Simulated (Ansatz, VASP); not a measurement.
## One calculation of Cu, two programs

INCAR

```
ALGO = Fast
DIPOL = 0.5 0.5 0.500
EDIFF = 1E-7
ENCUT = 520
GGA = PS
IDIPOL = 3
ISIF = 2
ISMEAR = 0
LASPH = True
LCHARG = True
LDIPOL = True
LELF = True
LREAL = False
LVACPOTAV = True
LVHAR = True
LWAVE = False
NBANDS = 42
NELM = 100
PREC = Accurate
SIGMA = 0.1
```

Contents of KPOINTS:

```
k-points
0
Gamma
  15 15 1
```

POSCAR

```
Cu
1.0
    2.5205910253      0.0000000000      0.0000000000
   -1.2602955127      2.1828958605      0.0000000000
    0.0000000000      0.0000000000     25.2913081671
Cu
6
Direct
    0.6666666667      0.3333333333      0.2965445658
    0.3333333333      0.6666666667      0.3779267395
    0.6666666667      0.3333333333      0.4593089132
    0.3333333333      0.6666666667      0.5406910868
    0.6666666667      0.3333333333      0.6220732605
    0.3333333333      0.6666666667      0.7034554342
```

Input for Ansatz:

```yaml
crystal:
  lattice:
    - [2.5205910253, 0.0, 0.0]
    - [-1.2602955127, 2.1828958605, 0.0]
    - [0.0, 0.0, 25.2913081671]
  atoms:
    - { symbol: Cu, position: [0.6666666667, 0.3333333333, 0.2965445658] }
    - { symbol: Cu, position: [0.3333333333, 0.6666666667, 0.3779267395] }
    - { symbol: Cu, position: [0.6666666667, 0.3333333333, 0.4593089132] }
    - { symbol: Cu, position: [0.3333333333, 0.6666666667, 0.5406910868] }
    - { symbol: Cu, position: [0.6666666667, 0.3333333333, 0.6220732605] }
    - { symbol: Cu, position: [0.3333333333, 0.6666666667, 0.7034554342] }
basis:
  ecutwfc: 420
kpoints:
  mp_grid: { grid: [15, 15, 1] }
hamiltonian:
  xc: pbesol
scf:
  occupations: { method: gaussian, width: 0.1 }
output:
  forces: true
  stress: true
  eigenvalues: true
  write_density: true
  write_potential: true
  elf: true
  volumetric_format: npy
efield:
  axis: 3
  dipole_correction: true
  ramp_width: 0.04
```

Alike in both runs: task single point; functional PBEsol; k mesh 15 × 15 × 1; occupations gaussian, width 0.1 eV; no spin polarisation.

|  | VASP | Ansatz |
| --- | --- | --- |
| version | VASP 6.6.1 | Ansatz 0.2.0 |
| potentials or method | VASP PAW PBE potentials, release 64 (Cu) | scalar-relativistic, plane waves, PAW |
| plane-wave cutoff (eV) | 520 | 420 |
| valence electrons in the cell | 66 | 114 |

|  | VASP | Ansatz | Ansatz less VASP |
| --- | --- | --- | --- |
| gap on the k mesh at the Fermi level (eV) | none | none | - |
| rms of the force components (eV/Å) | 0.032 | 0.034 | +0.0020 |
| work function, face that differs most (eV) | 4.98 | 5.01 | +0.033 |

Atom by atom the forces differ by 0.008 eV/Å (rms over components). A gap of «none» marks a metal or a gap that the smearing closes. The two sets of potentials don't hold the same shells in valence. Ansatz warned: «xc_potential_rough_in_thin_density».

Caveats: the PAW data sets were made with another functional, which shifts forces and pressure a little (VASP).
